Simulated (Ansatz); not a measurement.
Write the native input for Ansatz 0.2.0 that does the following.

| Quantity | Value |
| --- | --- |
| Task | relaxation of cell and atoms |
| Functional | PBE |
| Dispersion | D4 |
| Potentials or basis | Ansatz PAW |
| Cutoff | 420 eV (not typed: the program's choice for these potentials) |
| k mesh | 7 × 7 × 7 |
| Occupations | fermi-dirac, width 0.05 eV |
| Spin | no spin polarisation |

The system is TiSi2.

```
Ti Si
1.0
     0.00000    4.11752    4.26290
     2.38951    0.00000    4.26290
     2.38951    4.11752    0.00000
Ti Si
2 4
Direct
  0.75000 0.75000 0.75000
  0.50000 0.50000 0.50000
  0.41257 0.08743 0.41257
  0.08743 0.41257 0.08743
  0.16257 0.83743 0.16257
  0.83743 0.16257 0.83743
```

The cell is a database's computed one.

The input as run:

input.yaml

```yaml
crystal:
  lattice:
    - [0.0, 4.1175163063, 4.2628978354]
    - [2.3895119538, 0.0, 4.2628978354]
    - [2.3895119538, 4.1175163063, 0.0]
  atoms:
    - { symbol: Ti, position: [0.75, 0.75, 0.75] }
    - { symbol: Ti, position: [0.5, 0.5, 0.5] }
    - { symbol: Si, position: [0.41256561, 0.08743439, 0.41256561] }
    - { symbol: Si, position: [0.08743439, 0.41256561, 0.08743439] }
    - { symbol: Si, position: [0.16256561, 0.83743439, 0.16256561] }
    - { symbol: Si, position: [0.83743439, 0.16256561, 0.83743439] }
hamiltonian:
  xc: pbe
  pseudopotentials: { kind: paw }
  dispersion: d4
kpoints:
  mp_grid: { grid: [7, 7, 7] }
scf:
  occupations: { method: fermi_dirac, width: 0.05 }
output:
  forces: true
  stress: true
  eigenvalues: true
  write_density: true
  write_potential: true
  elf: true
  volumetric_format: npy
relax:
  f_tol: 0.01
  max_steps: 40
  cell: { stress_tol: 0.05 }
```

Potentials or basis: Ansatz PAW.

Launch:

```console
$ ansatz run input.yaml --threads 2 --pin off --max-ram 5632MiB --backend cpu --events-out ev --progress --plain --runs-dir out
```

Results of the run:

```json
{"Relaxed volume": "13.74 Å³/atom", "Relaxed cell": "a = 5.892 Å, b = 4.874 Å, c = 4.717 Å, α = 75.78°, β = 53.31°, γ = 50.90°", "Space group after relaxing (to 0.05 Å)": "Fddd (No. 70)", "Energy gained by relaxing": "2.3 meV/atom", "Ionic steps": "5", "Pressure after relaxing": "0.0 GPa", "Largest force after relaxing": "0.004 eV/Å", "Band gap on the k mesh": "none (metal or under the smearing width)"}
```

Caveat: the plane-wave basis is chosen anew once the cell has moved, so the energies of steps on either side of that aren't comparable; pairwise dispersion overbinds metals, which lowers pressure and volume.

Run time: 26 s on 2 threads of Arm Neoverse V2 (shared host), peak memory 0.44 GiB.
